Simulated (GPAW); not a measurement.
The system is BaTiO3.

```
Ba Ti O
1.0
     3.99980    0.00000    0.00000
     0.00000    3.99980    0.00000
     0.00000    0.00000    4.01800
Ba Ti O
1 1 3
Direct
  0.00000 0.00000 0.00000
  0.50000 0.50000 0.49000
  0.00000 0.50000 0.51700
  0.50000 0.00000 0.51700
  0.50000 0.50000 0.01900
```

```yaml
Program: GPAW 26.7.0
Task: relaxation of cell and atoms
Functional: PBE
Dispersion: D4
Potentials_or_basis: GPAW PAW data sets (gpaw-data 1.2.1)
Cutoff: 800 eV
Basis: pw
k_mesh: 4 × 4 × 4
Occupations: fermi-dirac, width 0.05 eV
Spin: no spin polarisation
```

At the start: pressure 0.9 GPa; volume 12.86 Å³/atom.

**Question.** How do energy, volume and symmetry change on relaxing?

**Answer.** Over 22 steps the energy falls by 4.9 meV/atom and the volume is 13.12 Å³/atom (+2.0 %); space group P4mm (No. 99, to 0.05 Å).

Step by step:
| step | energy change (eV) | largest force (eV/Å) | pressure (GPa) | volume (Å³) |
| --- | --- | --- | --- | --- |
| 1 | 0.0000 | 0.3005 | 0.90 | 64.28 |
| 2 | -0.0016 | 0.2694 | 0.90 | 64.31 |
| 3 | -0.0042 | 0.2082 | 0.90 | 64.37 |
| 4 | -0.0072 | 0.1209 | 0.90 | 64.45 |
| 5 | -0.0096 | 0.0597 | 0.87 | 64.57 |
| 6 | -0.0113 | 0.0775 | 0.79 | 64.72 |
| 7 | -0.0128 | 0.1343 | 0.60 | 64.89 |
| 8 | -0.0148 | 0.1351 | 0.29 | 65.08 |
| 9 | -0.0174 | 0.0725 | -0.14 | 65.28 |
| 10 | -0.0196 | 0.0548 | -0.62 | 65.47 |
| 11 | -0.0211 | 0.1289 | -0.88 | 65.60 |
| 12 | -0.0227 | 0.1379 | -0.74 | 65.63 |
| 13 | -0.0244 | 0.0276 | -0.14 | 65.58 |
| 14 | -0.0235 | 0.1463 | 0.67 | 65.48 |
| 15 | -0.0239 | 0.1141 | 0.56 | 65.50 |
| 16 | -0.0243 | 0.0590 | 0.38 | 65.53 |
| 17 | -0.0245 | 0.0256 | 0.16 | 65.57 |
| 18 | -0.0245 | 0.0254 | 0.16 | 65.57 |
| 19 | -0.0245 | 0.0244 | 0.15 | 65.57 |
| 20 | -0.0245 | 0.0231 | 0.15 | 65.57 |
| 21 | -0.0245 | 0.0213 | 0.14 | 65.58 |
| 22 | -0.0245 | 0.0191 | 0.13 | 65.58 |

Final structure:
```
Ba Ti O
1.0
     3.97872    0.00000    0.00000
     0.00000    3.97872    0.00000
     0.00000    0.00000    4.14294
Ba Ti O
1 1 3
Cartesian
  0.0000 0.0000 -0.0297
  1.9894 1.9894 1.9728
  0.0000 1.9894 2.1522
  1.9894 0.0000 2.1522
  1.9894 1.9894 0.1454
```

Caveat: the k mesh is coarse; later steps reuse the first step's grids.
